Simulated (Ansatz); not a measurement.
Ta: the change of pressure with volume per atom

Periodic Kohn-Sham DFT of a crystal at fixed atoms; pressure and stress are positive in compression; the energy is the free energy less that of spherical unpolarised free atoms; site moments are those in the method's own spheres, positive along +z. The results are calculated, by Ansatz 0.2.0.

Cell of the first row (space group Im-3m, No. 229):
```
CELL_PARAMETERS angstrom
-1.61760 1.61760 1.61760
1.61760 -1.61760 1.61760
1.61760 1.61760 -1.61760
ATOMIC_POSITIONS crystal
Ta 0.00000 0.00000 0.00000
```

Settings of every row: method frozen-core PAW; functional PBE; relativity scalar; k mesh 17x17x17; filling fermi-dirac; smearing width 0.08 eV; wave cutoff 420 eV; paw set soft_2.

Atom start moment: 0 on all atoms.

Limits: no spin-orbit coupling on heavy atoms.

```
row  volume per atom (Å³)  pressure (GPa)
  1                 16.93          17.576
  2                16.939          17.437
  3                 17.29          12.283
  4                 17.47               ?
  5                 17.65           7.479
  6                 18.01           3.122
  7                 18.19           1.098
  8                18.371           -0.83
  9                18.551          -2.668
 10                18.731          -4.419
 11                19.091          -7.679
```

Question: what pressure should row 4 give?

Worked fit of pressure. Take u = (V_r/V)^(2/3) − 1 with V_r = 18.1 Å³ an atom, which is twice the finite (Eulerian) strain; such expansions in the strain, on which the Birch-Murnaghan equation of state is built, carry the rest volume and the bulk modulus. The shown rows have u = 0.04556, 0.04519, 0.03099, 0.01693, 0.00333, -0.0033, -0.00986, -0.01627, -0.02259, -0.03491. Least squares give pressure = 2.102 + 305.069 × u + 734 × u² + 555 × u³ GPa; a parabola predicts inner rows, each left out in turn, worse (root mean square 0.0095 against 0.0055 GPa). The rows lie off it by -0.001, -0.001, 0.005, -0.001, -0.004, -0.005, 0.005, 0.002, 0.002, -0.002 (root mean square 0.0033 GPa). The pressure vanishes at u = -0.0070, or V = 18.29 Å³ an atom, and there the bulk modulus at fixed shape and fractions is B = −V dP/dV = (2/3)(1 + u) dP/du = 195 GPa. The withheld row has u = 0.0239, so the fit gives 2.102 + 305.069 × (0.0239) + 734 × (0.0239)² + 555 × (0.0239)³ = 9.820 GPa.

The calculation gave 9.822 GPa. The fit lies 0.002 GPa (0.0079 % of the column's range) below it; its largest miss of a shown row is 0.005 GPa.
